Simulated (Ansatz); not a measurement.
# Response of La to small distortions

```xyz
2
Lattice="3.7500 0.0000 0.0000 -1.8750 3.2476 0.0000 0.0000 0.0000 6.0700" Properties=species:S:1:pos:R:3 pbc="T T T"
La    0.0000    2.1651    1.5175
La    1.8750    1.0825    4.5525
```

Atoms are numbered in the order listed.

The cell comes from COD entry 9008503, which wasn't checked; take it as a given geometry. It differs from other determinations.

Spin–orbit coupling is left out, though it moves levels of the heavy atoms by tenths of an eV or more.

All numbers below come from DFT, LDA, all-electron LAPW, scalar-relativistic (Ansatz 0.2.0).

The runs use a Γ-centred 11×11×6 k mesh, Fermi–Dirac smearing of 0.05 eV, basis error target 0.25 meV/atom, no spin polarisation.

The unchanged cell is at -3.00 GPa.

In a metal, stresses and small energies carry noise from the k mesh.

x, y and z are the Cartesian axes of the cell as listed; fractional coordinates follow a strain, and an engineering shear is twice the off-diagonal strain component.

Q: One change gave: energy change +1 meV/atom; stress change (xx, yy, zz, yz, xz, xy) -0.01, 0.00, 0.01, 0.20, 0.20, 0.29 GPa, compression positive. Which change was it?
A. equal xy, yz and zx engineering shear strains of +2 %
B. equal xy, yz and zx engineering shear strains of +1 %
C. equal xy, yz and zx engineering shear strains of -1 %
D. equal xy, yz and zx engineering shear strains of -2 %

A: D. For equal xy, yz and zx engineering shear strains of -1 %: energy change under 1 meV/atom; stress change (xx, yy, zz, yz, xz, xy) 0.00, 0.00, 0.00, 0.10, 0.10, 0.14 GPa, compression positive. For equal xy, yz and zx engineering shear strains of +1 %: energy change under 1 meV/atom; stress change (xx, yy, zz, yz, xz, xy) 0.00, 0.00, 0.00, -0.10, -0.10, -0.14 GPa, compression positive. For equal xy, yz and zx engineering shear strains of +2 %: energy change +1 meV/atom; stress change (xx, yy, zz, yz, xz, xy) 0.00, 0.00, 0.01, -0.20, -0.20, -0.29 GPa, compression positive.
